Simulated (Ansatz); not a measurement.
The cell is ZnS (P6_3mc) from a database of computed structures; cell and atoms were relaxed with r2SCAN. The symmetry is P6_3mc (No. 186, hexagonal); a = 3.805 Å, c = 6.244 Å in the conventional setting, 19.58 Å³ an atom. Around Zn lie 4 S at 2.33–2.34 Å; around S lie 4 Zn at 2.33–2.34 Å.

```
Zn S
1.0
     3.80548    0.00000    0.00000
    -1.90274    3.29564    0.00000
     0.00000    0.00000    6.24405
Zn S
2 2
Direct
  0.33333 0.66667 0.00034
  0.66667 0.33333 0.50034
  0.33333 0.66667 0.37466
  0.66667 0.33333 0.87466
```

The questions ask for values computed with Ansatz on this geometry. Spin-unpolarised throughout; all numbers are computed.

Given (12×12×4 mesh): The PBE gap is direct at Γ: 2.21 eV.

(1) Estimate the gap with r2SCAN on 12×12×4.

(2) What does PBE0 give for the gap (6×6×4 mesh)?

(3) Order these levels by the gap that they give, smallest first.
A. r2SCAN0
B. LDA
C. DDH-PBE0
D. HSE06
E. Hartree-Fock
F. PBE
G. PBE0
H. r2SCAN

(4) How strongly does the crystal screen a field with clamped ions (PBE)?

(5) Relaxed again with PBEsol, is the cell stable at the zone centre, and where do its optical modes lie?

Results:

(1) With r2SCAN the gap is 2.78 eV and direct, at Γ. The gap differs by +0.57 eV from PBE's.

(2) With PBE0 the gap is 4.11 eV and direct, at Γ. The gap differs by +1.90 eV from PBE's.

(3) B (1.96 eV), F (2.21 eV), H (2.78 eV), D (3.44 eV), C (3.50 eV), G (4.11 eV), A (4.46 eV), E (10.34 eV).

(4) The electronic dielectric tensor ε∞ is 5.82 along x and y, 5.94 along z. Born charges, averaged over directions: Zn +1.96, S -1.96 e.

(5) All optical modes at Γ are real, from 69 to 337 cm⁻¹ without the longitudinal term; this says nothing of other wave vectors. With the long-range field the highest mode reaches 339 cm⁻¹. By the program's warning the force constants, and with them frequencies and ε⁰, aren't converged on this mesh.

The meshes of the hybrids are coarse, so their gaps aren't converged to the digits shown.
